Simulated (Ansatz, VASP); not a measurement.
**Cu3O in VASP and in Ansatz**

```
Cu O
1.0
     3.98142    0.00000    0.00000
     0.00000    3.98142    0.00000
     0.00000    0.00000    3.98142
Cu O
3 1
Cartesian
  1.9907 0.0000 0.0000
  0.0000 1.9907 0.0000
  0.0000 0.0000 1.9907
  0.0000 0.0000 0.0000
```

Change from the starting cell: species swapped into the Cu3N type (Pm-3m, No. 221).

Alike in both runs: functional PBE; k mesh 12 × 12 × 12; occupations gaussian, width 0.1 eV; no spin polarisation.

Ansatz relaxed the structure, and its values are those at the end. VASP's run is a single point on that final structure, the one shown.

|  | VASP | Ansatz |
| --- | --- | --- |
| version | VASP 6.6.1 | Ansatz 0.2.0 |
| potentials or method | VASP PAW PBE potentials, release 64 (Cu, O) | scalar-relativistic, plane waves, PAW |
| plane-wave cutoff (eV) | 520 | 420 |
| valence electrons in the cell | 39 | 63 |

```csv
,VASP,Ansatz,Ansatz less VASP
gap on the k mesh at the Fermi level (eV),none,none,-
pressure (GPa),0.5,0.0,-0.45
```

A gap of «none» marks a metal or a gap that the smearing closes. The functional is the same, so the differences come from potentials, cutoffs and numerics. The two sets of potentials don't hold the same shells in valence.

Caveats: an odd number of electrons without spin polarisation forces a metal; a magnetic or distorted state may lie lower; the run has no spin polarisation, though such a crystal can be magnetic; semilocal functionals often make such compounds metallic where correlation or magnetic order opens a gap, which also shifts bond lengths.
